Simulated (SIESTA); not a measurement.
The system is Se.

```
CELL_PARAMETERS angstrom
4.36620 0.00000 0.00000
-2.18310 3.78124 0.00000
0.00000 0.00000 4.95360
ATOMIC_POSITIONS crystal
Se 0.77460 0.77460 0.00000
Se 0.00000 0.22540 0.66667
Se 0.22540 0.00000 0.33333
```

Base run:

```yaml
Program: SIESTA 5.4.2
Functional: PBEsol
Potentials_or_basis: PseudoDojo 0.4 standard (PBEsol files)
Basis: DZP (energy shift 0.003 Ry; two zetas on semicore shells)
Grid_cutoff: 500 Ry
Energy_shift: 0.003 Ry
k_mesh: 7 × 7 × 6
Occupations: fermi-dirac, width 0.05 eV
Spin: no spin polarisation
```

Its results: band gap on the k mesh 1.02 eV, indirect (least direct gap 1.30 eV); pressure 4.4 GPa; largest force 1.508 eV/Å.

Question: The run is repeated on the same cell with these changes: functional from PBEsol to BLYP; potentials or basis from PseudoDojo 0.4 standard (PBEsol files) to PseudoDojo 0.4 standard (PBE files). What comes out?

Answer: Band gap on the k mesh 1.07 eV, indirect (least direct gap 1.33 eV); pressure 9.7 GPa; largest force 1.749 eV/Å.

Caveats: the mesh misses the band edges, which the band path finds closer together; the basis of atomic orbitals isn't converged, which shifts pressures, moduli and gaps; forces of over 1 eV/Å show positions far from the minimum, so gaps and moduli don't describe the material at rest (some runs); the potentials were made for another functional, which shifts forces and pressure (some runs).

Not every run made on this cell is shown here.
